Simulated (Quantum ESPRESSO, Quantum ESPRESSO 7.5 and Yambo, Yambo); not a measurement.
# ZnSe (Stilleite): G0W0 on several meshes in Yambo

Aim: the GW shift of ZnSe (Stilleite) against the k mesh.

Calculated with Quantum ESPRESSO 7.5 and Yambo 5.3.0; PBE and many-body steps on it, plane waves.

Most raw output is cut from this account.

### 1. The structure

It takes space group F-43m (No. 216, cubic). The conventional cell has a = 5.668 Å, b = 5.668 Å, c = 5.668 Å, α = 90.00°, β = 90.00°, γ = 90.00°. Nearest to Zn lie 4 Se at 2.45 Å. Nearest to Se lie 4 Zn at 2.45 Å. Farther neighbours and most contacts between anions are not listed.

The cell and positions come from the Crystallography Open Database and are kept as given unless a step says otherwise.

### 2. Empty states on the mesh, 4×4×4 mesh, 310 bands

This step: Quantum ESPRESSO 7.5; DFT, PBE, plane waves, norm-conserving pseudopotentials.

The sums over transitions need many empty states on a uniform mesh; this step solves for them.

Input file pw.in:

```
&control
  calculation = 'nscf'
  prefix = 'x'
  outdir = 'o'
  pseudo_dir = 'pseudo'
/
&system
  ibrav = 0
  nat = 2
  ntyp = 2
  ecutwfc = 78.0
  nbnd = 310
  force_symmorphic = .true.
/
&electrons
  conv_thr = 1e-9
  electron_maxstep = 80
  diago_full_acc = .true.
  diago_thr_init = 5e-6
/
ATOMIC_SPECIES
  Zn 65.38 Zn.upf
  Se 78.971 Se.upf
CELL_PARAMETERS angstrom
  -0.0000000000 2.8338000000 2.8338000000
  2.8338000000 -0.0000000000 2.8338000000
  2.8338000000 2.8338000000 0.0000000000
ATOMIC_POSITIONS crystal
  Zn 0.0000000000 0.0000000000 0.0000000000
  Se 0.2500000000 0.2500000000 0.2500000000
K_POINTS automatic
  4 4 4 0 0 0
```

Launch:

```bash
$ OMP_NUM_THREADS=1 mpirun -n 4 pw.x -nk 4 -in pw.in > pw.out
```

Run time: 30 s. Hardware: 4 MPI ranks of Arm Neoverse V1, shared host; peak memory 0.6 GiB.

Numbers from this step:

* gap: 1.288 eV
* k of the valence top: 0, 0, 0
* k of the conduction bottom: 0, 0, 0
* least direct gap: 1.288 eV
* k points computed: 8
* lowest point of the top converged band, above the valence top: 189.0182 eV

On this mesh the gap is 1.288 eV.

The density comes from a self-consistent run that is not shown.

### 3. Conversion and set-up

This step: Yambo 5.3.0; conversion and set-up on PBE, plane waves, norm-conserving pseudopotentials.

The states are converted to the many-body program's format and the q mesh is built.

Launch:

```bash
$ (cd o/x.save; p2y > p2y.log; mv SAVE ../..); yambo > setup.log
```

Run time: 2.5 s. Hardware: 1 MPI rank; peak memory 0.25 GiB.

### 4. 4×4×4

Now the one-shot GW correction: screening in the RPA, then the self-energy of the levels asked for.

This step: G0W0 on PBE, plane waves, norm-conserving pseudopotentials.

Input file gw2.in:

```
HF_and_locXC
gw0
dyson
ppa
em1d
rim_cut
RandQpts= 1000000
RandGvec= 1 RL
EXXRLvcs= 78 Ry
VXCRLvcs= 312 Ry
Chimod= "HARTREE"
% BndsRnXp
 1 | 137 |
%
NGsBlkXp= 10.5 Ry
% LongDrXp
 1 | 1 | 1 |
%
% GbndRnge
 1 | 137 |
%
DysSolver= "n"
ExtendOut
PPAPntXp= 27.21138 eV
% QPkrange
 1 | 1 | 17 | 20 |
%
```

Launch:

```bash
$ OMP_NUM_THREADS=1 mpirun -n 4 yambo -F gw2.in -J gw2 -C gw2 > gw2.log
```

It took 88 s on 4 MPI ranks; peak memory 1.6 GiB.

Numbers from this step:

* G0W0 gap on the points computed: 2.555 eV
* starting gap on the mesh: 1.288 eV
* k of the valence top: 0, 0, 0
* k of the conduction bottom: 0, 0, 0
* least direct G0W0 gap on the computed points: 2.555 eV
* Z at the valence top: 0.7969
* Z at the conduction bottom: 0.8130

The gap on the mesh goes from 1.29 eV to 2.55 eV, a correction of +1.27 eV.

### 5. Empty states on the mesh, 2×2×2 mesh, 137 bands

This step: Quantum ESPRESSO 7.5; DFT, PBE, plane waves, norm-conserving pseudopotentials.

pw.in, as its differences from that of step 2:

```diff
@@ -11,3 +11,3 @@
   ecutwfc = 78.0
-  nbnd = 310
+  nbnd = 137
   force_symmorphic = .true.
@@ -31,2 +31,2 @@
 K_POINTS automatic
-  4 4 4 0 0 0
+  2 2 2 0 0 0
```

Launch:

```bash
$ OMP_NUM_THREADS=1 mpirun -n 4 pw.x -nk 4 -in pw.in > pw.out
```

Elapsed: 5.1 s, on 4 MPI ranks; peak memory 0.32 GiB; 20 s of CPU time.

This step gave:

```
gap                                                           : 1.288 eV
k of the valence top                                          : 0, 0, 0
k of the conduction bottom                                    : 0, 0, 0
least direct gap                                              : 1.288 eV
k points computed                                             : 3
lowest point of the top converged band, above the valence top : 101.3050 eV
```

On this mesh the gap is 1.288 eV.

### 6. Conversion and set-up

This step: Yambo 5.3.0; conversion and set-up on PBE, plane waves, norm-conserving pseudopotentials.

Launch:

```bash
$ (cd o/x.save; p2y > p2y.log; mv SAVE ../..); yambo > setup.log
```

Wall time 2.4 s (1 MPI rank); peak memory 0.25 GiB.

### 7. 2×2×2

This step: G0W0 on PBE, plane waves, norm-conserving pseudopotentials.

Input file gw11.in:

```
HF_and_locXC
gw0
dyson
ppa
em1d
rim_cut
RandQpts= 1000000
RandGvec= 1 RL
EXXRLvcs= 78 Ry
VXCRLvcs= 312 Ry
Chimod= "HARTREE"
% BndsRnXp
 1 | 137 |
%
NGsBlkXp= 10.5 Ry
% LongDrXp
 1 | 1 | 1 |
%
% GbndRnge
 1 | 137 |
%
DysSolver= "n"
ExtendOut
PPAPntXp= 27.21138 eV
% QPkrange
 1 | 1 | 17 | 20 |
%
```

Launch:

```bash
$ OMP_NUM_THREADS=1 mpirun -n 4 yambo -F gw11.in -J gw11 -C gw11 > gw11.log
```

Wall time 8.4 s (4 MPI ranks); peak memory 1.3 GiB; 29 s of CPU time.

Numbers from this step:

```
G0W0 gap on the points computed              : 2.444 eV
starting gap on the mesh                     : 1.288 eV
k of the valence top                         : 0, 0, 0
k of the conduction bottom                   : 0, 0, 0
least direct G0W0 gap on the computed points : 2.444 eV
Z at the valence top                         : 0.8011
Z at the conduction bottom                   : 0.8138
```

Against G0W0 in Yambo (4×4×4 mesh, 137 bands, screening to 142.9 eV, Godby-Needs plasmon pole), the gap moves by −0.111 eV.

### 8. Side by side

Times are wall times on 4 MPI ranks of Arm Neoverse V1, shared host, good to a factor of about two.

```csv
run,mesh,bands,screening cutoff (eV),DFT gap (eV),gap on the mesh (eV),direct (eV),time
4×4×4,4×4×4,137,142.9,1.288,2.555,2.555,88 s
2×2×2,2×2×2,137,142.9,1.288,2.444,2.444,8.4 s
```

### 9. Results

| Quantity | Value |
| --- | --- |
| 4×4×4 | 2.555 eV |
| 2×2×2 | 2.444 eV |
| known limits | not at the basis limit; exchange with frozen shells missing; no spin-orbit coupling; coarse k mesh |

In words: 2×2×2: −0.111 eV against 4×4×4. Bands and cutoff are finite, so the gap is not at the basis limit. The miss can reach some tenths of an eV and take either sign; the mesh is an error of its own. In the G0W0 runs levels were corrected at 1 k point alone, so a gap called «on the mesh» is the least over those, and an edge elsewhere would be missed. The 4×4×4 mesh is coarse for this cell, which bears on the long-range parts of exchange and screening. Mesh or cutoff lie under what a gap needs, so these runs test behaviour and cost; their gaps are not to be quoted. The norm-conserving file of at least one element keeps a d shell over frozen s and p shells of the same row. Exchange with those shells is missing from the self-energy, an error of 0.3 to 0.9 eV in cases checked, whose sign depends on which edge lies on those atoms. The many-body steps are scalar-relativistic: spin-orbit coupling is not in them.

[Paths, hosts, dates, memory and timing lines, banners, echoed tables and standing remarks are left out of the program output.]

[Logs are printed without paths, hosts, clocks, repeated set-up lines and the standing remarks that a program may print on its own settings, such as how far it seeks lower states.]

[Runs of the session that timed out or met a known fault of the program may be left out.]

[Hosts, paths, dates, database ids (printed as entryN), source tags and the programs' standing remarks are cut or masked in the printed files.]
